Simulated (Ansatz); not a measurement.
C$_{7}$H$_{10}$ (`C1=C[C@H]2CC[C@@H]1C2`) at its PBE0-D4/def2-TZVP geometry, where that method's forces vanish. The species carries charge 0 and has multiplicity 1.

```csv
atom,x (Å),y (Å),z (Å)
C1,0.679,0.318,-1.430
C2,1.451,-0.380,-0.597
C3,0.567,-0.902,0.511
C4,0.176,0.340,1.359
C5,-0.720,1.150,0.393
C6,-0.730,0.270,-0.889
C7,-0.738,-1.130,-0.263
H8,1.002,0.923,-2.268
H9,2.531,-0.460,-0.617
H10,0.958,-1.738,1.089
H11,-0.379,0.032,2.249
H12,1.053,0.896,1.692
H13,-1.733,1.256,0.788
H14,-0.335,2.151,0.194
H15,-1.527,0.508,-1.593
H16,-0.656,-1.926,-1.005
H17,-1.600,-1.308,0.386
```

(1) For each bond, give half the difference of the two atoms' forces along it (eV/Å; positive pushes the atoms apart) under PBE-D4, r2SCAN-D4, B3LYP-D4, ωB97M-V in def2-TZVPP. (Best estimate.)

## Answers

(1) The calculation gave: 
| bond | length (Å) | PBE-D4 | r2SCAN-D4 | B3LYP-D4 | ωB97M-V |
| --- | --- | --- | --- | --- | --- |
| C1–C6 | 1.510 | -0.02 | 0.06 | 0.18 | 0.18 |
| C1–H8 | 1.083 | -0.05 | -0.12 | -0.18 | -0.11 |
| C2–C3 | 1.510 | -0.02 | 0.06 | 0.18 | 0.19 |
| C2–H9 | 1.083 | -0.05 | -0.12 | -0.18 | -0.11 |
| C3–C7 | 1.534 | 0.11 | 0.14 | 0.23 | 0.14 |
| C4–C5 | 1.547 | 0.04 | 0.12 | 0.24 | 0.16 |
| C4–H11 | 1.093 | 0.08 | -0.07 | -0.15 | -0.11 |
| C4–H12 | 1.091 | 0.07 | -0.07 | -0.14 | -0.10 |
| C5–C6 | 1.554 | 0.10 | 0.16 | 0.19 | 0.08 |
| C5–H13 | 1.093 | 0.08 | -0.07 | -0.15 | -0.11 |
| C6–C7 | 1.534 | 0.11 | 0.15 | 0.23 | 0.14 |
| C6–H15 | 1.089 | 0.02 | -0.12 | -0.21 | -0.16 |
| C7–H16 | 1.091 | 0.07 | -0.06 | -0.15 | -0.11 |
| C7–H17 | 1.094 | 0.06 | -0.08 | -0.14 | -0.11 |

B3LYP here is the variant with VWN-RPA as its local correlation; programs differ in this.

Program: Ansatz 0.2.0.
